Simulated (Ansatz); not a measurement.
ZnS:

```xyz
2
Lattice="0.0000 2.7020 2.7020 2.7020 0.0000 2.7020 2.7020 2.7020 0.0000" Properties=species:S:1:pos:R:3 pbc="T T T"
Zn    4.0530    4.0530    4.0530
S     0.0000    0.0000    0.0000
```

```yaml
Program: Ansatz 0.2.0
Task: relaxation of cell and atoms
Functional: PBEsol
Dispersion: D4
Potentials_or_basis: Ansatz PAW
Cutoff: "420 eV (not typed: the program's choice for these potentials)"
k_mesh: 9 × 9 × 9
Occupations: fermi-dirac, width 0.05 eV
Spin: no spin polarisation
```

At the start: volume 19.73 Å³/atom.

Task: How do energy, volume and symmetry change on relaxing?

Result: It ends after 5 steps and the volume is 18.87 Å³/atom (-4.3 %); space group F-43m (No. 216, to 0.05 Å).

Step by step:
```
step  energy change (eV)  largest force (eV/Å)  volume (Å³)
   1              0.0000                0.0000        39.45
   2             -0.0157                0.0000        38.44
   3             -0.0193                0.0000        37.68
   4             -0.0193                0.0000        37.74
   5             -0.0186                0.0000        37.74
```

Final structure:
```yaml
crystal:
  lattice:
    - [0.00000, 2.66224, 2.66224]
    - [2.66224, 0.00000, 2.66224]
    - [2.66224, 2.66224, 0.00000]
  atoms:
    - { symbol: Zn, position: [0.75000, 0.75000, 0.75000] }
    - { symbol: S, position: [0.00000, 0.00000, 0.00000] }
```

Caveat: the plane-wave basis is chosen anew once the cell has moved, so the energies of steps on either side of that aren't comparable; the PAW data sets come from PBE, with cores solved anew for the run's functional, which leaves a small shift of forces and pressure.
